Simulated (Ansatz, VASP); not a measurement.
# Two plane-wave programs on Pt

```
CELL_PARAMETERS angstrom
0.00000 2.99041 2.99041
2.99041 0.00000 2.99041
2.99041 2.99041 0.00000
ATOMIC_POSITIONS crystal
Pt 0.12500 0.12500 0.12500
Pt 0.87500 0.87500 0.87500
```

Alike in both runs: task single point; functional RPBE; k mesh 11 × 11 × 11; occupations fermi-dirac, width 0.1 eV; no spin polarisation.

|  | VASP | Ansatz |
| --- | --- | --- |
| version | VASP 6.6.1 | Ansatz 0.2.0 |
| potentials or method | VASP PAW PBE potentials, release 64 (Pt) | plane waves (420 eV) with PAW, scalar-relativistic |
| plane-wave cutoff (eV) | 520 | 420 |
| valence electrons in the cell | 20 | 36 |

```csv
,VASP,Ansatz,Ansatz less VASP
pressure (GPa),-6.4,-6.2,+0.19
```

The two sets of potentials don't hold the same shells in valence.

Caveats: the PAW data sets were made with another functional, which shifts forces and pressure a little (VASP). The runs have no spin-orbit coupling, so splittings on Pt are missing.
